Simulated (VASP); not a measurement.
The system is Au.

```
Au
1.0
     0.00000    2.03500    2.03500
     2.03500    0.00000    2.03500
     2.03500    2.03500    0.00000
Au
1
Direct
  0.00000 0.00000 0.00000
```

```yaml
Program: VASP 6.6.1
Task: relaxation of cell and atoms
Functional: vdW-DF
Potentials_or_basis: VASP PAW PBE potentials, release 64 (Au)
Cutoff: 600 eV
k_mesh: 11 × 11 × 11
Occupations: fermi-dirac, width 0.05 eV
Spin: no spin polarisation
```

At the start: pressure 19.9 GPa; volume 16.85 Å³/atom.

Question: How do energy, volume and symmetry change on relaxing?

Answer: Over 18 steps the energy falls by 120.0 meV/atom and the volume is 19.07 Å³/atom (+13.2 %); space group Fm-3m (No. 225, to 0.05 Å).

The path:
```csv
step,energy change (eV),largest force (eV/Å),pressure (GPa),volume (Å³)
1,0.0000,0.0000,19.88,16.85
2,0.0223,0.0000,-10.91,22.49
3,-0.1198,0.0000,-0.54,19.16
4,-0.1200,0.0000,-0.09,19.09
5,-0.1199,0.0000,0.18,19.05
6,-0.1199,0.0000,0.20,19.05
7,-0.1200,0.0000,0.21,19.05
8,-0.1200,0.0000,0.18,19.05
9,-0.1200,0.0000,0.17,19.05
10,-0.1200,0.0000,0.18,19.05
11,-0.1200,0.0000,0.18,19.05
12,-0.1200,0.0000,0.18,19.05
13,-0.1200,0.0000,0.18,19.05
14,-0.1200,0.0000,0.18,19.05
15,-0.1200,0.0000,0.19,19.05
16,-0.1200,0.0000,0.14,19.05
17,-0.1200,0.0000,0.10,19.06
18,-0.1200,0.0000,0.04,19.07
```

Final structure:
```xyz
1
Lattice="0.0000 2.1206 2.1206 2.1206 0.0000 2.1206 2.1206 2.1206 0.0000" Properties=species:S:1:pos:R:3 pbc="T T T"
Au    0.0000    0.0000    0.0000
```

Caveat: the PAW data sets were made with another functional, which shifts forces and pressure a little; the volume moved by +13 % from the deposited cell, more than functionals usually miss.
